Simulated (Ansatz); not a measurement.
**HgTe: equation of state with PBE**

Crystal: HgTe.

```
Hg Te
1.0
     0.00000    3.18000    3.18000
     3.18000    0.00000    3.18000
     3.18000    3.18000    0.00000
Hg Te
1 1
Direct
  0.00000 0.00000 0.00000
  0.50000 0.50000 0.50000
```

Measurements of this composition are mostly on another form, of space group No. 216.

```json
{
 "Program": "Ansatz 0.2.0",
 "Task": "equation of state",
 "Functional": "PBE",
 "Potentials or basis": "Ansatz PAW",
 "Cutoff": "420 eV",
 "Density cutoff": "1680 eV",
 "k mesh": "7 × 7 × 7",
 "Occupations": "fermi-dirac, width 0.05 eV",
 "Spin": "no spin polarisation"
}
```

```json
{
  "Equilibrium volume": "28.91 Å³/atom (rough: see the caveat)",
  "Bulk modulus": "47 GPa (rough)"
}
```

Energy against volume, from the lowest point:
| volume (Å³/atom) | energy (meV/atom) |
| --- | --- |
| 30.228 | 0.00 |
| 30.871 | 8.93 |
| 31.514 | 20.51 |
| 32.157 | 34.43 |
| 32.801 | 50.31 |
| 33.444 | 67.87 |
| 34.087 | 86.86 |

All runs of the series together: 13 s on 1 thread of Arm Neoverse V1 (shared host).

Caveat: the minimum lies outside the volumes run. The run has no spin-orbit coupling, so splittings on Hg, Te are missing.
